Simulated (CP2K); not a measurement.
## Bi2Te2Se under changes of volume

One of the cells (34.248 Å³/atom); the others are scaled copies at fixed shape and fractional positions:

```
CELL_PARAMETERS angstrom
10.87569 0.00000 0.00000
10.01694 4.23576 0.00000
10.01694 2.03083 3.71718
ATOMIC_POSITIONS crystal
Bi 0.39172 0.39172 0.39172
Bi 0.60828 0.60828 0.60828
Te 0.78040 0.78040 0.78040
Te 0.21960 0.21960 0.21960
Se 0.00000 0.00000 0.00000
```

The cell is a database's computed one.

* Program: CP2K 2026.2
* Functional: PBEsol
* Potentials or basis: POTENTIAL_UZH Bi GTH-PBE-q5, Te GTH-PBE-q6, Se GTH-PBE-q6; TZVP-MOLOPT-PBE-GTH basis
* Density cutoff: 6123 eV
* k mesh: 7 × 7 × 7
* Occupations: fermi-dirac, width 0.05 eV
* Spin: no spin polarisation

| volume (Å³/atom) | energy over the lowest point (meV/atom) | pressure (GPa) | gap on the mesh (eV) | largest force (eV/Å) |
| --- | --- | --- | --- | --- |
| 32.193 | ? | ? | ? | ? |
| 32.878 | 11.30 | 2.5 | 0.88 | 0.714 |
| 33.563 | 3.18 | 1.3 | 0.88 | 0.519 |
| 34.248 | 0.00 | 0.2 | 0.89 | 0.338 |
| 34.933 | 1.23 | -0.8 | 0.89 | 0.188 |
| 35.618 | 6.41 | -1.6 | 0.89 | 0.124 |
| 36.303 | 15.14 | -2.4 | 0.90 | 0.132 |

Question: What does the run at 32.193 Å³/atom give?

Answer: Energy over the lowest point 24.90 meV/atom; pressure 3.9 GPa; gap on the mesh 0.87 eV; largest force 0.924 eV/Å.

Worked out: A Birch-Murnaghan fit of order 3 (a polynomial in V^(-2/3)) to the other rows has its minimum at 34.39 Å³/atom with B0 = V·E''(V) = 51 GPa and B' = 4.5 at fixed shape and positions, which overstates the stiffness. It gives 24.93 meV/atom at 32.193 Å³/atom, against the run's 24.90, and -dE/dV = 3.9 GPa, against 3.9. A straight line through the other rows of the gap, of slope 0.187 eV per unit of ln V, extrapolates to 0.87 eV, against the run's 0.87.

Energies are extrapolated to zero smearing.

Caveats: with these potentials and basis sets, volumes of gold and of layered tellurides can stand 1.5 % and more from those of plane-wave programs; the potentials were made for another functional, which shifts forces and pressure; spin-orbit coupling is left out, which as a rule narrows the gap of such compounds by several tenths of an eV; an odd mesh through Γ misses points on the zone boundary, where band edges often lie; the basis of atomic orbitals isn't converged, which shifts pressures, moduli and gaps.
